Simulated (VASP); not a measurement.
# C (P6_3/mmc) in VASP: notebook

The runs below take C through relaxation of shape and atoms at fixed volume, single point, with r2SCAN.

Everything below comes from runs of VASP 6.6.1. Logs are shortened: lines on timing, memory, paths and dates and some standing lists are left out, and cuts for length are marked.

### Step 1. The crystal as given

Symmetry: P6_3/mmc, No. 194, hexagonal system. Conventional cell: a = 2.479 Å, b = 2.479 Å, c = 7.055 Å, α = 90.00°, β = 90.00°, γ = 120.00°. C (site symmetry -6m2) is surrounded by 3 C at 1.43 Å. C (site symmetry -6m2) is surrounded by 3 C at 1.43 Å.

### Step 2. Relaxation of shape and atoms at fixed volume, r2SCAN

Contents of POSCAR:

```
C
1.0
    2.4787869450      0.0000000000      0.0000000000
   -1.2393934725      2.1466924649      0.0000000000
    0.0000000000      0.0000000000      7.0550499989
C
4
Direct
    0.0000000000      0.0000000000      0.2500000000
    0.0000000000      0.0000000000      0.7500000000
    0.3333333333      0.6666666667      0.2500000000
    0.6666666667      0.3333333333      0.7500000000
```

Contents of INCAR.step1:

```
ALGO = Normal
EDIFF = 1E-4
ENCUT = 600
GGA = PE
ISMEAR = 0
LASPH = True
LCHARG = False
LREAL = False
LWAVE = True
NELM = 100
PREC = Accurate
SIGMA = 0.05
```

Contents of INCAR.step2:

```
ALGO = Normal
EDIFF = 1E-7
EDIFFG = -0.01
ENCUT = 600
IBRION = 2
ISIF = 4
ISMEAR = 0
ISTART = 1
LASPH = True
LCHARG = False
LMIXTAU = True
LREAL = False
LWAVE = False
METAGGA = R2SCAN
NELM = 100
NSW = 60
PREC = Accurate
SIGMA = 0.05
```

Contents of KPOINTS:

```
k-points
0
Gamma
  10 10 4
```

Potentials or basis: VASP PAW PBE potentials, release 64 (C).

Run with:

```sh
> cat potpaw_PBE.64/C/POTCAR > POTCAR
> cp INCAR.step1 INCAR
> mpirun -np 1 vasp_std > vasp.out
> cp INCAR.step2 INCAR
> mpirun -np 1 vasp_std > vasp.out
```

OUTCAR:

```text
EDIFF = 1E-7
   EDIFFG = -0.01
   ENCUT = 600
   IBRION = 2
   ISIF = 4
   ISMEAR = 0
   ISTART = 1
   LASPH = True
   LREAL = False
   METAGGA = R2SCAN
   NELM = 100
   NSW = 60
   PREC = Accurate

 ion  position               nearest neighbor table
   1  0.000  0.000  0.250-   3 1.43   3 1.43   3 1.43
   2  0.000  0.000  0.750-   4 1.43   4 1.43   4 1.43
   3  0.333  0.667  0.250-   1 1.43   1 1.43   1 1.43
   4  0.667  0.333  0.750-   2 1.43   2 1.43   2 1.43

  LATTYP: Found a hexagonal cell.
 ALAT       =     2.4787869450
 C/A-ratio  =     2.8461703871

  Lattice vectors:

 A1 = (   2.4787869450,   0.0000000000,   0.0000000000)
 A2 = (  -1.2393934725,   2.1466924649,   0.0000000000)
 A3 = (   0.0000000000,   0.0000000000,   7.0550499989)

Analysis of symmetry for initial positions (statically):
=====================================================================
 Subroutine PRICEL returns:
 Original cell was already a primitive cell.

 Routine SETGRP: Setting up the symmetry group for a
 hexagonal supercell.

 Subroutine GETGRP returns: Found 24 space group operations
 (whereof 12 operations were pure point group operations)
 out of a pool of 24 trial point group operations.

The static configuration has the point symmetry D_3d.
 The point group associated with its full space group is D_6h.

Analysis of symmetry for dynamics (positions and initial velocities):
=====================================================================
 Subroutine PRICEL returns:
 Original cell was already a primitive cell.

 Routine SETGRP: Setting up the symmetry group for a
 hexagonal supercell.

 Subroutine GETGRP returns: Found 24 space group operations
 (whereof 12 operations were pure point group operations)
 out of a pool of 24 trial point group operations.

The dynamic configuration has the point symmetry D_3d.
 The point group associated with its full space group is D_6h.

 Subroutine INISYM returns: Found 24 space group operations
 (whereof 12 operations are pure point group operations),
 and found     1 'primitive' translations

----------------------------------------------------------------------------------------

                                     Primitive cell

  volume of cell :      37.5413

  direct lattice vectors                    reciprocal lattice vectors
     2.478786945  0.000000000  0.000000000     0.403423135  0.232916456  0.000000000
    -1.239393472  2.146692465  0.000000000     0.000000000  0.465832911  0.000000000
     0.000000000  0.000000000  7.055049999     0.000000000  0.000000000  0.141742440

  length of vectors
     2.478786945  2.478786945  7.055049999     0.465832911  0.465832911  0.141742440

  position of ions in fractional coordinates (direct lattice)
     0.000000000  0.000000000  0.250000000
     0.000000000  0.000000000  0.750000000
     0.333333333  0.666666667  0.250000000
     0.666666667  0.333333333  0.750000000

  ion indices of the primitive-cell ions
   primitive index   ion index
                 1           1
                 2           2
                 3           3
                 4           4

----------------------------------------------------------------------------------------

 KPOINTS: k-points

Automatic generation of k-mesh.
 Grid dimensions read from file:
 generate k-points for:   10   10    4

 Generating k-lattice:

  Cartesian coordinates                     Fractional coordinates (reciprocal lattice)
     0.040342313  0.023291646  0.000000000     0.100000000 -0.000000000  0.000000000
     0.000000000  0.046583291  0.000000000     0.000000000  0.100000000  0.000000000
     0.000000000  0.000000000  0.035435610     0.000000000  0.000000000  0.250000000

  Length of vectors
     0.046583291  0.046583291  0.035435610

  Shift w.r.t. Gamma in fractional coordinates (k-lattice)
     0.000000000  0.000000000  0.000000000

 Subroutine IBZKPT returns following result:
 ===========================================

 Found     42 irreducible k-points:

 Following reciprocal coordinates:
            Coordinates               Weight
  0.000000  0.000000  0.000000      1.000000
  0.100000 -0.000000  0.000000      6.000000
  0.200000 -0.000000  0.000000      6.000000
  0.300000 -0.000000  0.000000      6.000000
  0.400000 -0.000000  0.000000      6.000000
  0.500000 -0.000000  0.000000      3.000000
[... 16 lines left out ...]
  0.300000  0.100000  0.250000     24.000000
  0.400000  0.100000  0.250000     24.000000
 [... further k-points ...]
   k-points           NKPTS =     42   k-points in BZ     NKDIM =     42   number of bands    NBANDS=     12
   number of dos      NEDOS =    301   number of ions     NIONS =      4
   total plane-waves  NPLWV =  22400
   dimension x,y,z NGX =    20 NGY =   20 NGZ =   56
   dimension x,y,z NGXF=    40 NGYF=   40 NGZF=  112
   ions per type =               4
   NGX,Y,Z   is equivalent  to a cutoff of  13.41, 13.41, 13.20 a.u.
   NGXF,Y,Z  is equivalent  to a cutoff of  26.83, 26.83, 26.39 a.u.
 SYSTEM =  unknown system
   PREC   = accura    normal or accurate (medium, high low for compatibility)
   ISTART =      1    job   : 0-new  1-cont  2-samecut
   ICHARG =      0    charge: 1-file 2-atom 10-const
   ISPIN  =      1    spin polarized calculation?
   LNONCOLLINEAR =      F non collinear calculations
   LSORBIT =      F    spin-orbit coupling
   LASPH  =      T    aspherical Exc in radial PAW
   ENCUT  =  600.0 eV  44.10 Ry    6.64 a.u.   4.95  4.95 14.09*2*pi/ulx,y,z
   NELM   =    100;   NELMIN=  2; NELMDL=  0     # of ELM steps
   EDIFF  = 0.1E-06   stopping-criterion for ELM
   LREAL  =      F    real-space projection
   EDIFFG = -.1E-01   stopping-criterion for IOM
   NSW    =     60    number of steps for IOM
   IBRION =      2    ionic relax: 0-MD 1-quasi-New 2-CG
   NFREE  =      1    steps in history (QN), initial steepest desc. (CG)
   ISIF   =      4    stress and relaxation
   ISYM   =      2    0-nonsym 1-usesym 2-fastsym
   POTIM  = 0.5000    time-step for ionic-motion
   TEBEG  =    0.0;   TEEND  =   0.0 temperature during run
   PSTRESS=    0.0 pullay stress
   NELECT =      16.0000    total number of electrons
   NUPDOWN=      -1.0000    fix difference up-down
   EMIN   =  10.00;   EMAX   =-10.00  energy-range for DOS
   EFERMI =   0.00;   METHOD = LEGACY
   ISMEAR =     0;   SIGMA  =   0.05  broadening in eV -4-tet -1-fermi 0-gaus
   EFERMI_NEDOS =   21; number of points for ismear=-14 and -15
   IALGO  =     38    algorithm
   IMIX   =      4    mixing-type and parameters
     AMIX     =   0.40;   BMIX     =  1.00
     AMIX_MAG =   1.60;   BMIX_MAG =  1.00
  volume/ion in A,a.u.               =       9.39        63.34
  Fermi-wavevector in a.u.,A,eV,Ry     =   1.232003  2.328148 20.651351  1.517832
  Thomas-Fermi vector in A             =   2.366790
   LORBIT       =      0    0 simple, 1 ext, 2 COOP (PROOUT), +10 PAW based schemes
   METAGGA = R2SCAN    functional components
   LHFCALC =     F    Hartree Fock is set to
   AEXX    =    0.0000 exact exchange contribution
   IVDW    =     0    specifies the selected vdW correction
   LEPSILON=     F    determine dielectric tensor
   LRPA    =     F    only Hartree local field effects (RPA)
 conjugate gradient relaxation of ions
 non-spin polarized calculation
 Gauss-broadening in eV      SIGMA  =   0.05
  energy-cutoff  :      600.00
  volume of cell :       37.54
 maximum number of plane-waves:      1281
 NGX is ok and might be reduce to    20
   NGX =  9   NGY =  9   NGZ = 29

--------------------------------------- Ionic step        1  -------------------------------------------

 number of electron      16.0000001 magnetization

 Free energy of the ion-electron system (eV)
  ---------------------------------------------------
  ext. energy  EPLUGINS =         0.00000000
  ---------------------------------------------------
  free energy    TOTEN  =       -39.75373604 eV

  energy without entropy =      -39.75373604  energy(sigma->0) =      -39.75373604

------------------------ aborting loop because EDIFF is reached ----------------------------------------

  FORCE on cell =-STRESS in cart. coord.  units (eV):
  Direction    XX          YY          ZZ          XY          YZ          ZX
  --------------------------------------------------------------------------------------
  -------------------------------------------------------------------------------------
  Total       -2.4720125     -2.4720125     -0.0560529      0.0000000      0.0000000      0.0000000
  in kB     -105.4999169   -105.4999169     -2.3922122      0.0000000      0.0000000      0.0000000
  external PRESSURE =     -71.1306820 kB  Pullay stress =       0.0000000 kB
[... 61 lines left out ...]
  energy  without entropy=      -39.7738350110  energy(sigma->0) =      -39.77383501

--------------------------------------- Ionic step        3  -------------------------------------------

 number of electron      16.0000000 magnetization

 Free energy of the ion-electron system (eV)
  ---------------------------------------------------
  ext. energy  EPLUGINS =         0.00000000
  ---------------------------------------------------
  free energy    TOTEN  =       -39.77426755 eV

  energy without entropy =      -39.77426755  energy(sigma->0) =      -39.77426755

 E-fermi :   3.6805     XC(G=0): -10.6581

 val. band max:        3.3778636334   @ k =   0.3000   0.3000   0.0000
 cond. band min:       4.9717877181   @ k =   0.3000   0.3000   0.0000
 fundamental gap:      1.5939240846
 Fermi energy:         3.6804614042

 k-point     1 :       0.0000    0.0000    0.0000
  band No.  band energies     occupation
      1     -16.8071      2.00000
      2     -16.6343      2.00000
      3      -4.6768      2.00000
      4      -3.2601      2.00000
      5       0.8838      2.00000
      6       0.8838      2.00000
      7       0.8929      2.00000
      8       0.8929      2.00000
      9       7.9965      0.00000
     10      12.8026      0.00000
     11      12.8026      0.00000
     12      12.8323      0.00000
[... 331 lines left out ...]
 k-point    24 :       0.4000    0.1000    0.2500
  band No.  band energies     occupation
      1     -11.7372      2.00000
      2     -11.6563      2.00000
      3      -9.1025      2.00000
      4      -9.0390      2.00000
      5      -3.4562      2.00000
      6      -3.4283      2.00000
      7       1.1377      2.00000
      8       1.6973      2.00000
      9       6.1073      0.00000
     10       6.5490      0.00000
     11      12.8708      0.00000
     12      13.0638      0.00000

 [... further k-points ...]

------------------------ aborting loop because EDIFF is reached ----------------------------------------

  FORCE on cell =-STRESS in cart. coord.  units (eV):
  Direction    XX          YY          ZZ          XY          YZ          ZX
  --------------------------------------------------------------------------------------
  -------------------------------------------------------------------------------------
  Total       -0.1433074     -0.1433074     -0.1438969     -0.0000000      0.0000000      0.0000000
  in kB       -6.1160346     -6.1160346     -6.1411944     -0.0000000      0.0000000      0.0000000
  external PRESSURE =      -6.1244212 kB  Pullay stress =       0.0000000 kB
[... 19 lines left out ...]
  FREE ENERGIE OF THE ION-ELECTRON SYSTEM (eV)
  ---------------------------------------------------
  free  energy   TOTEN  =       -39.7742675549 eV

  energy  without entropy=      -39.7742675549  energy(sigma->0) =      -39.77426755

 reached required accuracy - stopping structural energy minimisation
```

Run time: 100 s. Hardware: 1 thread of Intel Xeon 6975P-C (Granite Rapids), shared host; peak memory 0.16 GiB.

Results:

| Item | Value |
| --- | --- |
| Free energy | -39.7743 eV |
| Energy gained by relaxing | 5.1 meV/atom |
| Ionic steps | 3 |
| Pressure after relaxing | -0.6 GPa |
| Band gap on the k mesh | 1.59 eV, direct |

The path:
| step | energy change (eV) | largest force (eV/Å) | pressure (GPa) | volume (Å³) |
| --- | --- | --- | --- | --- |
| 1 | 0.0000 | 0.0000 | -7.11 | 37.54 |
| 2 | -0.0201 | 0.0000 | 0.36 | 37.54 |
| 3 | -0.0205 | 0.0000 | -0.61 | 37.54 |

Final structure:
```
C
1.0
     2.45796    0.00000    0.00000
    -1.22898    2.12866    0.00000
     0.00000    0.00000    7.17511
C
4
Direct
  0.00000 0.00000 0.25000
  0.00000 0.00000 0.75000
  0.33333 0.66667 0.25000
  0.66667 0.33333 0.75000
```

Caveat: the PAW data sets were made with another functional, which shifts forces and pressure a little. r2SCAN opens gaps a little over a GGA but as a rule still falls short of measured ones.

### Step 3. Single point, r2SCAN

This run uses another cell than the first one, of 10.13 Å³/atom, 1.079 times its volume.

Contents of POSCAR:

```
C
1.0
    2.4577133158      0.0000000000      0.0000000000
   -1.2288566579      2.1284421667      0.0000000000
    0.0000000000      0.0000000000      7.7429073849
C
4
Direct
    0.0000000000      0.0000000000      0.2500000000
    0.0000000000      0.0000000000      0.7500000000
    0.3333333333      0.6666666667      0.2500000000
    0.6666666667      0.3333333333      0.7500000000
```

Contents of INCAR.step1:

```
SYSTEM = C
ALGO = Normal
EDIFF = 1E-4
ENCUT = 520
GGA = PE
ISMEAR = 0
LASPH = .True.
LCHARG = .False.
LREAL = .False.
LWAVE = .True.
NBANDS = 16
NELM = 100
PREC = Accurate
SIGMA = 0.05
```

Contents of INCAR.step2:

```
SYSTEM = C
ALGO = Normal
EDIFF = 1E-6
ENCUT = 520
ISIF = 2
ISMEAR = 0
ISTART = 1
LASPH = .True.
LCHARG = .False.
LMIXTAU = .True.
LREAL = .False.
LWAVE = .False.
METAGGA = R2SCAN
NBANDS = 16
NELM = 100
PREC = Accurate
SIGMA = 0.05
```

Contents of KPOINTS:

```
k-points
0
Gamma
  10 10 4
  0 0 0
```

Potentials or basis: VASP PAW PBE potentials, release 64 (C).

Run with:

```sh
> cat potpaw_PBE.64/C/POTCAR > POTCAR
> cp INCAR.step1 INCAR
> mpirun -np 1 vasp_std > vasp.out
> cp INCAR.step2 INCAR
> mpirun -np 1 vasp_std > vasp.out
```

Wall time 36 s (1 thread of Intel Xeon 6975P-C (Granite Rapids), shared host); peak memory 0.15 GiB.

Results (log left out):

| Property | Result |
| --- | --- |
| Free energy | -39.7486 eV |
| Pressure | -0.2 GPa |
| Band gap on the k mesh | 1.82 eV, direct |

Stress tensor (GPa, compression positive):
```
 0.14  0.00  0.00
 0.00  0.14  0.00
 0.00  0.00 -1.01
```

Levels at points of the mesh, in eV from the valence-band top:
```
           k point  band 5  band 6  band 7  band 8  band 9  band 10  band 11  band 12
(0.00, 0.00, 0.00)   -2.37   -2.37   -2.36   -2.36    4.31     8.84     9.56     9.56
(0.50, 0.00, 0.00)   -5.98   -5.96   -1.83   -1.53    2.50     2.89     8.54     8.68
(0.00, 0.00, 0.50)   -2.36   -2.36   -2.36   -2.36    6.09     6.09     9.57     9.57
(0.50, 0.00, 0.50)   -5.97   -5.97   -1.67   -1.67    2.65     2.65     8.61     8.61
```

Caveat: the PAW data sets were made with another functional, which shifts forces and pressure a little.
